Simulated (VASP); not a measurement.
# GaSb (F-43m) in VASP: notebook

Aim: see how the results for GaSb move with the level of theory and the settings. Levels: LDA, RPBE+D3(BJ), revPBE+D4. Tasks: single point.

Everything below comes from runs of VASP 6.6.1. Logs are shortened: lines on timing, memory, paths and dates and some standing lists are left out, and cuts for length are marked.

**Measured values to compare with.**

A printed reference work, data compilation reports, for a bulk crystal of GaSb at 4.2 K: band gap 0.811 eV (direct).

The results are compared with them further down.

## Step 1: The cell of the first run

The structure is cubic, space group F-43m (No. 216). Conventional cell: a = 6.118 Å, b = 6.118 Å, c = 6.118 Å, α = 90.00°, β = 90.00°, γ = 90.00°. Within 3.5 Å of Sb (site symmetry -43m) lie 4 Ga at 2.65 Å. Within 3.5 Å of Ga (site symmetry -43m) lie 4 Sb at 2.65 Å.

## Step 2: Single point, LDA

File INCAR:

```
  PREC = Accurate
  ENCUT = 520
  EDIFF = 1E-7
  ISMEAR = -1
  SIGMA = 0.05
  LREAL = False
  LASPH = True
  NELM = 80
  ALGO = Normal
  ISIF = 2
  LWAVE = False
  LCHARG = True
  GGA = CA
  LELF = True
  LVHAR = True
  NBANDS = 16
```

File KPOINTS:

```
regular mesh
0
Gamma
  8 8 8
```

File POSCAR:

```
GaSb
1.0
    0.0000000000      3.0590000000      3.0590000000
    3.0590000000      0.0000000000      3.0590000000
    3.0590000000      3.0590000000      0.0000000000
Sb Ga
1 1
Direct
    0.7500000000      0.7500000000      0.7500000000
    0.0000000000      0.0000000000      0.0000000000
```

Potentials or basis: VASP PAW LDA potentials, release 64 (Sb, Ga_d).

The run is started by

```
> cat potpaw_LDA.64/Sb/POTCAR potpaw_LDA.64/Ga_d/POTCAR > POTCAR
> mpirun -np 1 vasp_std > vasp.out
```

OUTCAR:

```text
PREC = Accurate
   ENCUT = 520
   EDIFF = 1E-7
   ISMEAR = -1
   LREAL = False
   LASPH = True
   NELM = 80
   ISIF = 2
   GGA = CA

 ion  position               nearest neighbor table
   1  0.750  0.750  0.750-   2 2.65   2 2.65   2 2.65   2 2.65
   2  0.000  0.000  0.000-   1 2.65   1 2.65   1 2.65   1 2.65

  LATTYP: Found a face centered cubic cell.
 ALAT       =     6.1180000000

  Lattice vectors:

 A1 = (   0.0000000000,   3.0590000000,   3.0590000000)
 A2 = (   3.0590000000,   0.0000000000,   3.0590000000)
 A3 = (   3.0590000000,   3.0590000000,   0.0000000000)

Analysis of symmetry for initial positions (statically):
=====================================================================
 Subroutine PRICEL returns:
 Original cell was already a primitive cell.

 Routine SETGRP: Setting up the symmetry group for a
 face centered cubic supercell.

 Subroutine GETGRP returns: Found 24 space group operations
 (whereof 24 operations were pure point group operations)
 out of a pool of 48 trial point group operations.

The static configuration has the point symmetry T_d .

Analysis of symmetry for dynamics (positions and initial velocities):
=====================================================================
 Subroutine PRICEL returns:
 Original cell was already a primitive cell.

 Routine SETGRP: Setting up the symmetry group for a
 face centered cubic supercell.

 Subroutine GETGRP returns: Found 24 space group operations
 (whereof 24 operations were pure point group operations)
 out of a pool of 48 trial point group operations.

The dynamic configuration has the point symmetry T_d .

 Subroutine INISYM returns: Found 24 space group operations
 (whereof 24 operations are pure point group operations),
 and found     1 'primitive' translations

----------------------------------------------------------------------------------------

                                     Primitive cell

  volume of cell :      57.2491

  direct lattice vectors                    reciprocal lattice vectors
     0.000000000  3.059000000  3.059000000    -0.163452109  0.163452109  0.163452109
     3.059000000  0.000000000  3.059000000     0.163452109 -0.163452109  0.163452109
     3.059000000  3.059000000  0.000000000     0.163452109  0.163452109 -0.163452109

  length of vectors
     4.326079287  4.326079287  4.326079287     0.283107357  0.283107357  0.283107357

  position of ions in fractional coordinates (direct lattice)
     0.750000000  0.750000000  0.750000000
     0.000000000  0.000000000  0.000000000

  ion indices of the primitive-cell ions
   primitive index   ion index
                 1           1
                 2           2

----------------------------------------------------------------------------------------

 KPOINTS: regular mesh

Automatic generation of k-mesh.
 Grid dimensions read from file:
 generate k-points for:    8    8    8

 Generating k-lattice:

  Cartesian coordinates                     Fractional coordinates (reciprocal lattice)
    -0.020431514  0.020431514  0.020431514     0.125000000  0.000000000  0.000000000
     0.020431514 -0.020431514  0.020431514     0.000000000  0.125000000  0.000000000
     0.020431514  0.020431514 -0.020431514     0.000000000  0.000000000  0.125000000

  Length of vectors
     0.035388420  0.035388420  0.035388420

  Shift w.r.t. Gamma in fractional coordinates (k-lattice)
     0.000000000  0.000000000  0.000000000

 Subroutine IBZKPT returns following result:
 ===========================================

 Found     29 irreducible k-points:

 Following reciprocal coordinates:
            Coordinates               Weight
  0.000000  0.000000  0.000000      1.000000
  0.125000  0.000000  0.000000      8.000000
  0.250000  0.000000  0.000000      8.000000
  0.375000  0.000000  0.000000      8.000000
  0.500000  0.000000  0.000000      4.000000
  0.125000  0.125000  0.000000      6.000000
[... 16 lines left out ...]
  0.500000  0.250000  0.125000     48.000000
 -0.375000  0.250000  0.125000     24.000000
 [... further k-points ...]
   k-points           NKPTS =     29   k-points in BZ     NKDIM =     29   number of bands    NBANDS=     16
   number of dos      NEDOS =    301   number of ions     NIONS =      2
   total plane-waves  NPLWV =  32768
   dimension x,y,z NGX =    32 NGY =   32 NGZ =   32
   dimension x,y,z NGXF=    64 NGYF=   64 NGZF=   64
   ions per type =               1   1
   NGX,Y,Z   is equivalent  to a cutoff of  12.30, 12.30, 12.30 a.u.
   NGXF,Y,Z  is equivalent  to a cutoff of  24.59, 24.59, 24.59 a.u.
 SYSTEM =  unknown system
   PREC   = accura    normal or accurate (medium, high low for compatibility)
   ISTART =      0    job   : 0-new  1-cont  2-samecut
   ICHARG =      2    charge: 1-file 2-atom 10-const
   ISPIN  =      1    spin polarized calculation?
   LNONCOLLINEAR =      F non collinear calculations
   LSORBIT =      F    spin-orbit coupling
   LASPH  =      T    aspherical Exc in radial PAW
   ENCUT  =  520.0 eV  38.22 Ry    6.18 a.u.   8.04  8.04  8.04*2*pi/ulx,y,z
   NELM   =     80;   NELMIN=  2; NELMDL= -5     # of ELM steps
   EDIFF  = 0.1E-06   stopping-criterion for ELM
   LREAL  =      F    real-space projection
   EDIFFG = 0.1E-05   stopping-criterion for IOM
   NSW    =      0    number of steps for IOM
   IBRION =     -1    ionic relax: 0-MD 1-quasi-New 2-CG
   NFREE  =      0    steps in history (QN), initial steepest desc. (CG)
   ISIF   =      2    stress and relaxation
   ISYM   =      2    0-nonsym 1-usesym 2-fastsym
   POTIM  = 0.5000    time-step for ionic-motion
   TEBEG  =    0.0;   TEEND  =   0.0 temperature during run
   PSTRESS=    0.0 pullay stress
   NELECT =      18.0000    total number of electrons
   NUPDOWN=      -1.0000    fix difference up-down
   EMIN   =  10.00;   EMAX   =-10.00  energy-range for DOS
   EFERMI =   0.00;   METHOD = LEGACY
   ISMEAR =    -1;   SIGMA  =   0.05  broadening in eV -4-tet -1-fermi 0-gaus
   EFERMI_NEDOS =   21; number of points for ismear=-14 and -15
   IALGO  =     38    algorithm
   IMIX   =      4    mixing-type and parameters
     AMIX     =   0.40;   BMIX     =  1.00
     AMIX_MAG =   1.60;   BMIX_MAG =  1.00
  volume/ion in A,a.u.               =      28.62       193.17
  Fermi-wavevector in a.u.,A,eV,Ry     =   1.113208  2.103657 16.860766  1.239231
  Thomas-Fermi vector in A             =   2.249790
   LORBIT       =      0    0 simple, 1 ext, 2 COOP (PROOUT), +10 PAW based schemes
   GGA     = CA    functional components
   LHFCALC =     F    Hartree Fock is set to
   AEXX    =    0.0000 exact exchange contribution
   IVDW    =     0    specifies the selected vdW correction
   LEPSILON=     F    determine dielectric tensor
   LRPA    =     F    only Hartree local field effects (RPA)
 non-spin polarized calculation
  energy-cutoff  :      520.00
  volume of cell :       57.25
 maximum number of plane-waves:      1572
   NGX = 17   NGY = 17   NGZ = 17

 number of electron      17.9999986 magnetization

 Free energy of the ion-electron system (eV)
  ---------------------------------------------------
  ext. energy  EPLUGINS =         0.00000000
  ---------------------------------------------------
  free energy    TOTEN  =        -8.65827829 eV

  energy without entropy =       -8.65776678  energy(sigma->0) =       -8.65802254

 E-fermi :   4.7193     XC(G=0):  -9.3970

 val. band max:        4.6796605834   @ k =   0.0000   0.0000   0.0000
 cond. band min:       4.9763018629   @ k =   0.5000   0.0000   0.0000
 fundamental gap:      0.2966412796
 Fermi energy:         4.7193482473

 k-point     1 :       0.0000    0.0000    0.0000
  band No.  band energies     occupation
      1     -10.4653      2.00000
      2     -10.4653      2.00000
      3     -10.4653      2.00000
      4     -10.4161      2.00000
      5     -10.4161      2.00000
      6      -6.8374      2.00000
[... 8 lines left out ...]
     15      13.2384      0.00000
     16      13.2384      0.00000

 k-point     2 :       0.1250    0.0000    0.0000
  band No.  band energies     occupation
      1     -10.4694      2.00000
      2     -10.4635      2.00000
      3     -10.4635      2.00000
      4     -10.4163      2.00000
      5     -10.4163      2.00000
      6      -6.6778      2.00000
[... 8 lines left out ...]
     15      12.4312      0.00000
     16      12.4312      0.00000

 k-point     3 :       0.2500    0.0000    0.0000
  band No.  band energies     occupation
      1     -10.4791      2.00000
      2     -10.4595      2.00000
      3     -10.4595      2.00000
      4     -10.4165      2.00000
      5     -10.4165      2.00000
      6      -6.2231      2.00000
[... 8 lines left out ...]
     15      12.2143      0.00000
     16      12.2143      0.00000

 k-point     4 :       0.3750    0.0000    0.0000
  band No.  band energies     occupation
      1     -10.4886      2.00000
      2     -10.4560      2.00000
      3     -10.4560      2.00000
      4     -10.4162      2.00000
      5     -10.4162      2.00000
      6      -5.5928      2.00000
[... 8 lines left out ...]
     15      13.1535      0.00000
     16      13.1535      0.00000

 k-point     5 :       0.5000    0.0000    0.0000
  band No.  band energies     occupation
      1     -10.4925      2.00000
      2     -10.4547      2.00000
      3     -10.4547      2.00000
      4     -10.4159      2.00000
      5     -10.4159      2.00000
      6      -5.2167      2.00000
[... 8 lines left out ...]
     15      14.4850      0.00000
     16      14.4850      0.00000

 k-point     6 :       0.1250    0.1250    0.0000
  band No.  band energies     occupation
      1     -10.4726      2.00000
      2     -10.4619      2.00000
      3     -10.4619      2.00000
      4     -10.4174      2.00000
      5     -10.4155      2.00000
      6      -6.6238      2.00000
[... 8 lines left out ...]
     15      11.4599      0.00000
     16      13.4345      0.00000
[... 267 lines left out ...]
 k-point    21 :       0.5000    0.5000    0.0000
  band No.  band energies     occupation
      1     -10.5097      2.00000
      2     -10.4410      2.00000
      3     -10.4410      2.00000
      4     -10.4279      2.00000
      5     -10.4121      2.00000
      6      -4.3915      2.00000
[... 8 lines left out ...]
     15      15.3434      0.00000
     16      15.8145      0.00000

 k-point    22 :       0.3750    0.2500    0.1250
  band No.  band energies     occupation
      1     -10.4887      2.00000
      2     -10.4548      2.00000
      3     -10.4534      2.00000
      4     -10.4200      2.00000
      5     -10.4148      2.00000
      6      -5.8265      2.00000
[... 8 lines left out ...]
     15      13.5994      0.00000
     16      13.8696      0.00000

 k-point    23 :       0.5000    0.2500    0.1250
  band No.  band energies     occupation
      1     -10.4951      2.00000
      2     -10.4524      2.00000
      3     -10.4500      2.00000
      4     -10.4199      2.00000
      5     -10.4153      2.00000
      6      -5.2227      2.00000
[... 8 lines left out ...]
     15      13.3187      0.00000
     16      14.7287      0.00000

 k-point    24 :      -0.3750    0.2500    0.1250
  band No.  band energies     occupation
      1     -10.4975      2.00000
      2     -10.4517      2.00000
      3     -10.4487      2.00000
      4     -10.4191      2.00000
      5     -10.4160      2.00000
      6      -4.8643      2.00000
[... 8 lines left out ...]
     15      14.2132      0.00000
     16      14.7434      0.00000

 [... further k-points ...]
[... 5 lines left out ...]
  --------------------------------------------------------------------------------------
  -------------------------------------------------------------------------------------
  Total       -0.5568540     -0.5568540     -0.5568540      0.0000000      0.0000000      0.0000000
  in kB      -15.5841635    -15.5841635    -15.5841635      0.0000000      0.0000000      0.0000000
  external PRESSURE =     -15.5841635 kB  Pullay stress =       0.0000000 kB

 VOLUME and BASIS-vectors are now :
 -----------------------------------------------------------------------------
  energy-cutoff  :      520.00
  volume of cell :       57.25
      direct lattice vectors                 reciprocal lattice vectors
     0.000000000  3.059000000  3.059000000    -0.163452109  0.163452109  0.163452109
     3.059000000  0.000000000  3.059000000     0.163452109 -0.163452109  0.163452109
     3.059000000  3.059000000  0.000000000     0.163452109  0.163452109 -0.163452109

 POSITION                                       TOTAL-FORCE (eV/Angst)
 -----------------------------------------------------------------------------------
      4.58850      4.58850      4.58850        -0.000000     -0.000000     -0.000000
      0.00000      0.00000      0.00000         0.000000      0.000000      0.000000
 -----------------------------------------------------------------------------------
    total drift:                               -0.000000     -0.000000     -0.000000

  FREE ENERGIE OF THE ION-ELECTRON SYSTEM (eV)
  ---------------------------------------------------
  free  energy   TOTEN  =        -8.6582782871 eV

  energy  without entropy=       -8.6577667848  energy(sigma->0) =       -8.65802254
```

Wall time 15 s (1 thread of Intel Xeon Platinum 8259CL at 2.50GHz (Skylake/Cascade Lake), shared host); peak memory 0.16 GiB.

Results:

| Item | Value |
| --- | --- |
| Free energy | -8.6583 eV |
| Pressure | -1.6 GPa |
| Band gap on the k mesh | zero (filled and empty bands touch) |

Caveat: spin-orbit coupling is left out, which moves the levels of the heavy elements.

## Step 3: Single point, RPBE+D3(BJ)

This run uses another cell than the first one, of 28.05 Å³/atom, 0.980 times its volume.

File INCAR:

```
SYSTEM = GaSb
  ALGO = Normal
  EDIFF = 1E-6
  ENCUT = 520
  GGA = RP
  ISIF = 2
  ISMEAR = -1
  IVDW = 12
  LASPH = .TRUE.
  LCHARG = .FALSE.
  LREAL = .FALSE.
  LWAVE = .FALSE.
  NBANDS = 16
  NELM = 100
  PREC = Accurate
  SIGMA = 0.05
```

File KPOINTS:

```
k-points
0
G
  8 8 8
  0 0 0
```

File POSCAR:

```
GaSb
1.0
    0.0000000000      3.0384691801      3.0384691801
    3.0384691801      0.0000000000      3.0384691801
    3.0384691801      3.0384691801      0.0000000000
Sb Ga
1 1
Direct
    0.7500000000      0.7500000000      0.7500000000
    0.0000000000      0.0000000000      0.0000000000
```

Potentials or basis: VASP PAW PBE potentials, release 64 (Sb, Ga_d).

The run is started by

```
> cat potpaw_PBE.64/Sb/POTCAR potpaw_PBE.64/Ga_d/POTCAR > POTCAR
> mpirun -np 1 vasp_std > vasp.out
```

OUTCAR:

```text
SYSTEM = GaSb
   EDIFF = 1E-6
   ENCUT = 520
   GGA = RP
   ISIF = 2
   ISMEAR = -1
   IVDW = 12
   LASPH = .TRUE.
   LREAL = .FALSE.
   NELM = 100
   PREC = Accurate
 IVDW          = 12

 ion  position               nearest neighbor table
   1  0.750  0.750  0.750-   2 2.63   2 2.63   2 2.63   2 2.63
   2  0.000  0.000  0.000-   1 2.63   1 2.63   1 2.63   1 2.63

  LATTYP: Found a face centered cubic cell.
 ALAT       =     6.0769383602

  Lattice vectors:

 A1 = (   0.0000000000,   3.0384691801,   3.0384691801)
 A2 = (   3.0384691801,   0.0000000000,   3.0384691801)
 A3 = (   3.0384691801,   3.0384691801,   0.0000000000)

Analysis of symmetry for initial positions (statically):
=====================================================================
 Subroutine PRICEL returns:
 Original cell was already a primitive cell.

 Routine SETGRP: Setting up the symmetry group for a
 face centered cubic supercell.

 Subroutine GETGRP returns: Found 24 space group operations
 (whereof 24 operations were pure point group operations)
 out of a pool of 48 trial point group operations.

[... 160 lines left out ...]

 E-fermi :   5.3567     XC(G=0):  -9.0132

 val. band max:        5.1887608594   @ k =   0.0000   0.0000   0.0000
 cond. band min:       5.4661666519   @ k =   0.0000   0.0000   0.0000
 fundamental gap:      0.2774057925
 Fermi energy:         5.3567103406

 k-point     1 :       0.0000    0.0000    0.0000
  band No.  band energies     occupation
      1      -9.8910      2.00000
      2      -9.8910      2.00000
      3      -9.8910      2.00000
      4      -9.8384      2.00000
      5      -9.8384      2.00000
      6      -6.3970      2.00000
[... 433 lines left out ...]
      3      -9.8731      2.00000
      4      -9.8417      2.00000
      5      -9.8382      2.00000
      6      -4.3602      2.00000
[... 8 lines left out ...]
     15      14.9812      0.00000
     16      15.5053      0.00000

 [... further k-points ...]

------------------------ aborting loop because EDIFF is reached ----------------------------------------

 Edisp (eV)   -3.04477

 E8    (eV) :    -2.0171

  FORCE on cell =-STRESS in cart. coord.  units (eV):
  Direction    XX          YY          ZZ          XY          YZ          ZX
  --------------------------------------------------------------------------------------
  -------------------------------------------------------------------------------------
  Total      -1.66085    -1.66085    -1.66085    -0.00000    -0.00000     0.00000
  in kB     -47.42937   -47.42937   -47.42937    -0.00000    -0.00000     0.00000
  external pressure =      -47.43 kB  Pullay stress =        0.00 kB

 VOLUME and BASIS-vectors are now :
 -----------------------------------------------------------------------------
  energy-cutoff  :      520.00
  volume of cell :       56.10
      direct lattice vectors                 reciprocal lattice vectors
     0.000000000  3.038469180  3.038469180    -0.164556548  0.164556548  0.164556548
     3.038469180  0.000000000  3.038469180     0.164556548 -0.164556548  0.164556548
     3.038469180  3.038469180  0.000000000     0.164556548  0.164556548 -0.164556548

 POSITION                                       TOTAL-FORCE (eV/Angst)
 -----------------------------------------------------------------------------------
      4.55770      4.55770      4.55770        -0.000000     -0.000000      0.000000
      0.00000      0.00000      0.00000         0.000000      0.000000     -0.000000
 -----------------------------------------------------------------------------------
    total drift:                               -0.000002     -0.000002     -0.000002

  FREE ENERGIE OF THE ION-ELECTRON SYSTEM (eV)
  ---------------------------------------------------
  free  energy   TOTEN  =        -9.6632447752 eV

  energy  without entropy=       -9.6630808707  energy(sigma->0) =       -9.66316282
```

It took 18 s on 1 thread of Intel Xeon Platinum 8259CL at 2.50GHz (Skylake/Cascade Lake), shared host; peak memory 0.19 GiB.

Results:

| Quantity | Value |
| --- | --- |
| Free energy | -9.6632 eV |
| Pressure | -4.7 GPa |
| Band gap on the k mesh | 0.28 eV, direct |
| Dispersion energy per atom | -1.522 eV |

Caveat: the PAW data sets were made with another functional, which shifts forces and pressure a little; spin-orbit coupling is left out, which moves the levels of the heavy elements.

[end of part 1 of 2]
